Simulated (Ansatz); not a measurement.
Be

```
Be
1.0
     3.74681    0.00000    0.00000
     0.00000    3.74681    0.00000
     0.00000    0.00000    2.28128
Be
4
Direct
  0.29741 0.29741 0.00000
  0.70259 0.70259 0.00000
  0.20259 0.79741 0.50000
  0.79741 0.20259 0.50000
```

Atom numbers follow the list: Be1, Be2, Be3, Be4.

The conventional cell has a = 3.747 Å, b = 3.747 Å, c = 2.281 Å, α = 90.00°, β = 90.00°, γ = 90.00°. Be (atom 1) is surrounded by 11 Be at 2.15 to 2.28 Å.

The cell is the one relaxed in the Materials Project (mp-1008501), not relaxed further here; entries there can be hypothetical.

These are results of Ansatz 0.2.0, DFT, PBE, all-electron LAPW, scalar-relativistic, not measurements.

Numerical set-up: a Γ-centred 9×9×14 k mesh, Fermi–Dirac smearing of 0.05 eV, basis error target 1 meV/atom, no spin polarisation.

```yaml
Largest_force: 0.006 eV/Å on Be4
Volume_per_atom: 54.0 bohr³
Pressure_at_this_cell: -0.05 GPa
```

(1) Band gap: what does the calculation give?

(2) Stress xx, yy, zz (compression positive): what does the calculation give?

(3) Give the computed value. Density of states at the Fermi level (0.2 eV bin).

Results:

(1) none: bands cross the Fermi level, a metal.

(2) 0.40, 0.40, -0.95 GPa.

(3) 0.24 states/eV per cell.
